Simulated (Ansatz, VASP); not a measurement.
## P: VASP beside Ansatz

Contents of INCAR:

```
PREC     = Accurate       # precision mode
ENCUT    = 520            # plane-wave cutoff, eV
EDIFF    = 1E-6           # SCF threshold, eV
ISMEAR   = -1             # smearing method
SIGMA    = 0.05           # smearing width, eV
LREAL    = F              # projectors in reciprocal space
LASPH    = T              # aspherical terms in the spheres
NELM     = 60             # most SCF steps
ALGO     = Normal         # electronic algorithm
ISIF     = 2              # what is computed and relaxed
LWAVE    = F              # write WAVECAR
LCHARG   = T              # write CHGCAR
GGA      = CA             # functional
LELF     = T              # ELF
LVHAR    = T            
NBANDS   = 18             # bands
```

KPOINTS

```
Automatic mesh
0
Gamma
  4 4 3
```

Contents of POSCAR:

```
P
1.0
    1.6761948657     -5.0390752980      0.0000000000
    1.6761948657      5.0390752980      0.0000000000
    0.0000000000      0.0000000000      4.0387457901
P
4
Direct
    0.1075544155      0.8924455845      0.9323210340
    0.6075544155      0.3924455845      0.5676789660
    0.8924455845      0.1075544155      0.0676789660
    0.3924455845      0.6075544155      0.4323210340
```

Input for Ansatz:

```yaml
crystal:
  lattice:
    - [1.6761948657, -5.039075298, 0.0]
    - [1.6761948657, 5.039075298, 0.0]
    - [0.0, 0.0, 4.0387457901]
  atoms:
    - { symbol: P, position: [0.1075544155, 0.8924455845, 0.932321034] }
    - { symbol: P, position: [0.6075544155, 0.3924455845, 0.567678966] }
    - { symbol: P, position: [0.8924455845, 0.1075544155, 0.067678966] }
    - { symbol: P, position: [0.3924455845, 0.6075544155, 0.432321034] }
hamiltonian:
  xc: lda
  pseudopotentials:
    kind: paw
    azcp:
      P: "pseudopotentials/P.paw.azcp"
basis:
  ecutwfc: 420
  fft_grid_basis: typed
kpoints:
  mp_grid: { grid: [4, 4, 3], shift: [0, 0, 0] }
magnetization:
  spin_polarized: false
scf:
  occupations: { method: fermi_dirac, width: 0.05 }
  lower_state_search: "off"
output:
  stress: true
```

Alike in both runs: task single point; functional LDA; k mesh 4 × 4 × 3; occupations fermi-dirac, width 0.05 eV; no spin polarisation.

```csv
,VASP,Ansatz
version,VASP 6.6.1,Ansatz 0.2.0
potentials or method,"VASP PAW LDA potentials, release 64 (P)","plane waves (420 eV) with PAW, scalar-relativistic"
plane-wave cutoff (eV),520,420
valence electrons in the cell,20,20
```

|  | VASP | Ansatz | Ansatz less VASP |
| --- | --- | --- | --- |
| pressure (GPa) | -0.3 | -0.1 | +0.27 |
| largest component of the traceless stress (GPa) | 1.09 | 1.16 | +0.065 |

Ansatz warned: «pseudo_functional_mismatch».

Caveats: the k mesh is coarse (spacing up to 0.52 Å⁻¹), so the values aren't converged.
